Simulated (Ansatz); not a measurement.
GaP (F-43m) under strain

GaP (started from an entry of an open crystallographic database), relaxed with r2SCAN in Ansatz. It is cubic, F-43m (No. 216); conventional cell a = 5.451 Å, 20.24 Å³ an atom. Around Ga lie 4 P at 2.36 Å; around P lie 4 Ga at 2.36 Å.

The axes x, y and z are those of this cell:
```
Ga P
1.0
     0.00000    2.72541    2.72541
     2.72541    0.00000    2.72541
     2.72541    2.72541    0.00000
Ga P
1 1
Direct
  0.00000 0.00000 0.00000
  0.25000 0.25000 0.25000
```

Unstrained: The PBE gap is indirect, 1.592 eV (Γ to Γ–X (0.85 of the way from Γ)), below the direct gap of 1.827 eV at Γ. The r2SCAN gap is indirect, 1.844 eV (Γ to Γ–X (0.85 of the way from Γ)), below the direct gap of 2.364 eV at Γ. HSE06 gives an indirect gap of 2.260 eV, from Γ to Γ–X (0.85 of the way from Γ); the least direct gap is 2.799 eV at Γ. Meshes: PBE 8×8×8, r2SCAN 8×8×8, HSE06 6×6×6. Strains are changes of length per length. After each strain the atoms were relaxed again with r2SCAN within the symmetry that the strain leaves, so tilts or polar shifts that break it weren't tested; points keep the names that they have in the unstrained zone. Spin-unpolarised throughout; all numbers are computed.

Changes of the least gap in eV (an overlap counts as a negative gap):

| strain | volume change (%) | space group | PBE | r2SCAN | HSE06 | energy rise, r2SCAN (meV/atom) |
| --- | --- | --- | --- | --- | --- | --- |
| uniaxial +2.62 % along z | +2.6 | I-4m2 | -0.079 | -0.088 | -0.082 | 6.0 |
| uniaxial +1.02 % along y | +1.0 | I-4m2 | -0.031 | -0.035 | -0.032 | 0.9 |

Uniaxial +2.62 % along z, other directions held. HSE06: the gap goes from 2.260 to 2.178 eV (-0.082 eV); the edges go from Γ → Γ–X (0.85) to Γ → Γ–X (0.84); with r2SCAN the top three valence levels at Γ, degenerate before, become 2+1 from the top over 157 meV. Stress change with r2SCAN, compression positive: xx -1.43, yy -1.43, zz -3.62 GPa.

Uniaxial +1.02 % along y, other directions held. HSE06: the gap goes from 2.260 to 2.228 eV (-0.032 eV); with r2SCAN the top three valence levels at Γ, degenerate before, become 2+1 from the top over 61 meV. Stress change with r2SCAN, compression positive: xx -0.59, yy -1.44, zz -0.59 GPa.

Where an edge lies off the special points, it is a point of the mesh or the k point where a search put PBE's edge or least direct gap, reused for the other functionals, whose own edges may lie a little apart.

The meshes of the hybrids are coarse, so their gaps aren't converged to the digits shown.

The splittings at Γ are without spin-orbit coupling, which regroups them where it is of like size or larger.
